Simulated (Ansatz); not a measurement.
Runs of Ansatz 0.2.0 on Cu. The structure is cubic, space group Fm-3m (No. 225). Conventional cell: a = 3.615 Å, b = 3.615 Å, c = 3.615 Å, α = 90.00°, β = 90.00°, γ = 90.00°. Around Cu (site symmetry m-3m) lie 12 Cu at 2.56 Å. 

| task | level | spin | U | cell | cutoff (eV) | smearing | start of the occupations | double counting | hubbard projectors | sphere radius (all atoms) | basis error allowed | other keys | gap on the mesh (eV) | pressure (GPa) |
| --- | --- | --- | --- | --- | --- | --- | --- | --- | --- | --- | --- | --- | --- | --- |
| single point | PBE | off | - | cell strained at random at fixed volume | 302 | fermi-dirac 0.05 eV | - | - | - | - | 0.001 eV/atom | - | none | 1.7 |
| single point | PBE | off | - | as given | 295 | fermi-dirac 0.05 eV | - | - | - | - | 0.001 eV/atom | - | none | 1.6 |
| atomic charges | LDA+U | off | Cu d U = 6 eV | cell strained at random at fixed volume | 324 | tetrahedron | auto | fll | ortho-atomic | - | 0.0005 eV/atom | - | none | -9.5 |
| band structure | RPBE+U | collinear, random start | Cu d U = 3.5 eV | as given | 494 | gaussian 0.025 eV | low_spin | fll | ortho-atomic | 1.022 Å | 0.001 eV/atom | hamiltonian.pseudopotentials.lapw.muffin_tin_radii = 1.022 | - | (a) |

Alike in all rows: potentials or basis all-electron LAPW, scalar-relativistic; k mesh 13 × 13 × 13.

Task: Fill in the values left out.

Result: (a) 8.0.

Caveats: U is the effective U less J, on atomic orbitals that reach past the spheres (some runs); the U is typed as a test and isn't derived for this compound (some runs); U without spin polarisation on a metal has little footing (some runs); with tetrahedron occupations forces and stress needn't match the slope of the energy (some runs); the typed start of the occupations wasn't kept (some runs); the starting moments weren't kept (some runs).

A gap of «none» marks a metal or a gap under the smearing width.
